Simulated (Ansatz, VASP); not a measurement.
## Pd: VASP beside Ansatz

Contents of INCAR:

```
ALGO     = Normal         # electronic algorithm
EDIFF    = 1E-7           # SCF threshold, eV
ENCUT    = 520            # plane-wave cutoff, eV
ISIF     = 2              # what is computed and relaxed
ISMEAR   = -1             # smearing method
LASPH    = True           # aspherical terms in the spheres
LCHARG   = False          # write CHGCAR
LREAL    = False          # projectors in reciprocal space
LWAVE    = False          # write WAVECAR
NBANDS   = 11             # bands
NELM     = 60             # most SCF steps
PREC     = Accurate       # precision mode
SIGMA    = 0.1            # smearing width, eV
```

File KPOINTS:

```
k-points
0
Gamma
  5 5 5
```

File POSCAR:

```
Pd
1.0
    0.0000000000      1.9211411165      1.9211411165
    1.9211411165      0.0000000000      1.9211411165
    1.9211411165      1.9211411165      0.0000000000
Pd
1
Direct
    0.0000000000      0.0000000000      0.0000000000
```

Input for Ansatz:

```yaml
crystal:
  lattice:
    - [0.0, 1.9211411165, 1.9211411165]
    - [1.9211411165, 0.0, 1.9211411165]
    - [1.9211411165, 1.9211411165, 0.0]
  atoms:
    - { symbol: Pd, position: [0.0, 0.0, 0.0] }
hamiltonian:
  xc: lda
  pseudopotentials:
    kind: paw
    azcp:
      Pd: "pseudopotentials/Pd.paw.azcp"
basis:
  ecutwfc: 420
  fft_grid_basis: typed
kpoints:
  mp_grid: { grid: [5, 5, 5], shift: [0, 0, 0] }
magnetization:
  spin_polarized: false
scf:
  occupations: { method: fermi_dirac, width: 0.1 }
  lower_state_search: "off"
output:
  stress: true
```

Alike in both runs: task single point; functional LDA; k mesh 5 × 5 × 5; occupations fermi-dirac, width 0.1 eV; no spin polarisation.

|  | VASP | Ansatz |
| --- | --- | --- |
| version | VASP 6.6.1 | Ansatz 0.2.0 |
| potentials or method | VASP PAW LDA potentials, release 64 (Pd) | plane waves (420 eV) with PAW, scalar-relativistic |
| plane-wave cutoff (eV) | 520 | 420 |
| valence electrons in the cell | 10 | 18 |

VASP gave:

| Item | Value |
| --- | --- |
| pressure (GPa) | 3.2 |

Question: Estimate Ansatz's values.

Answer: Pressure (GPa): 2.9.

The two sets of potentials don't hold the same shells in valence. Ansatz warned: «pseudo_functional_mismatch».

Caveats: the k mesh is coarse (spacing up to 0.57 Å⁻¹), so the values aren't converged.
